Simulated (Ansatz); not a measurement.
BaTe:

```
Ba Te
1.0
     0.00000    3.41000    3.41000
     3.41000    0.00000    3.41000
     3.41000    3.41000    0.00000
Ba Te
1 1
Direct
  0.00000 0.00000 0.00000
  0.50000 0.50000 0.50000
```

Base run:

```yaml
Program: Ansatz 0.2.0
Functional: HSE06 form with a typed share of exact exchange
Potentials_or_basis: Ansatz PAW
Cutoff: "420 eV (not typed: the program's choice for these potentials)"
k_mesh: 4 × 4 × 4
Occupations: fermi-dirac, width 0.05 eV
Spin: no spin polarisation
```

Its results: band gap on the k mesh 2.87 eV, indirect (least direct gap 3.32 eV); pressure 3.5 GPa.

Task: The run is repeated on the same cell with these changes: share of exact exchange from 0.5 to 0.2. What comes out?

Result: Band gap on the k mesh 1.98 eV, indirect (least direct gap 2.36 eV); pressure 3.7 GPa.

Caveats: spin-orbit coupling is left out, which moves the levels of the heavy elements; the PAW data sets come from PBE, with cores solved anew for the run's functional, which leaves a small shift of forces and pressure; the thresholds are loose for stress.

A k mesh can miss the band edges.
